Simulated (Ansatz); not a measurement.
Write the native input for Ansatz 0.2.0 that does the following.

| Item | Value |
| --- | --- |
| Task | relaxation of cell and atoms |
| Functional | PBE |
| Potentials or basis | Ansatz PAW |
| Cutoff | 420 eV (not typed: the program's choice for these potentials) |
| k mesh | 9 × 9 × 2 |
| Occupations | fermi-dirac, width 0.05 eV |
| Spin | no spin polarisation |
| Hubbard terms | Mo d U = 8 eV |
| Hubbard projectors | ortho-atomic (the default) |
| Double counting | fll (the default) |

The system is MoSe2.

```
Mo Se
1.0
     3.28800    0.00000    0.00000
    -1.64400    2.84749    0.00000
     0.00000    0.00000   12.90000
Mo Se
2 4
Direct
  0.66667 0.33333 0.75000
  0.33333 0.66667 0.25000
  0.66667 0.33333 0.37500
  0.33333 0.66667 0.87500
  0.66667 0.33333 0.12500
  0.33333 0.66667 0.62500
```

The input as run:

input.yaml

```yaml
crystal:
  lattice:
    - [3.288, 0.0, 0.0]
    - [-1.644, 2.8474915276, 0.0]
    - [0.0, 0.0, 12.9]
  atoms:
    - { symbol: Mo, position: [0.6666666667, 0.3333333333, 0.75] }
    - { symbol: Mo, position: [0.3333333333, 0.6666666667, 0.25] }
    - { symbol: Se, position: [0.6666666667, 0.3333333333, 0.375] }
    - { symbol: Se, position: [0.3333333333, 0.6666666667, 0.875] }
    - { symbol: Se, position: [0.6666666667, 0.3333333333, 0.125] }
    - { symbol: Se, position: [0.3333333333, 0.6666666667, 0.625] }
hamiltonian:
  xc: pbe
  pseudopotentials: { kind: paw }
  hubbard: { sites: [{ species: Mo, l: d, u_eff: 8.0 }] }
kpoints:
  mp_grid: { grid: [9, 9, 2] }
scf:
  occupations: { method: fermi_dirac, width: 0.05 }
output:
  forces: true
  stress: true
  write_density: true
  write_potential: true
  elf: true
  volumetric_format: npy
relax:
  f_tol: 0.01
  max_steps: 40
  cell: { stress_tol: 0.05 }
```

Potentials or basis: Ansatz PAW.

Command:

```console
$ ansatz run input.yaml --threads 2 --pin off --max-ram 5120MiB --backend cpu --events-out ev --progress --plain --runs-dir out
```

Results of the run:

```json
{
 "Relaxed volume": "25.65 Å³/atom",
 "Relaxed cell": "a = 3.493 Å, b = 3.493 Å, c = 14.566 Å, α = 90.00°, β = 90.00°, γ = 120.00°",
 "Space group after relaxing (to 0.05 Å)": "P6_3/mmc (No. 194)",
 "Energy gained by relaxing": "101.3 meV/atom",
 "Ionic steps": "12",
 "Pressure after relaxing": "0.0 GPa",
 "Band gap on the k mesh": "1.01 eV, indirect (least direct gap 2.15 eV)"
}
```

Caveat: the volume moved by over 15 % at a fixed basis, so the end points are rough; odd divisions of the mesh miss points on the zone boundary, where band edges often lie, so the gap on the mesh can be too wide; the plane-wave basis is chosen anew once the cell has moved, so the energies of steps on either side of that aren't comparable; this functional lacks dispersion, which binds the layers, so the pressure and a relaxed spacing across them are unreliable, and here the layers came unbound; the volume moved by +27 % from the deposited cell, more than functionals usually miss.

Run time: 71 s on 2 threads of Intel(R) Xeon(R) CPU @ 2.60GHz (Ice Lake) (shared host), peak memory 0.69 GiB.
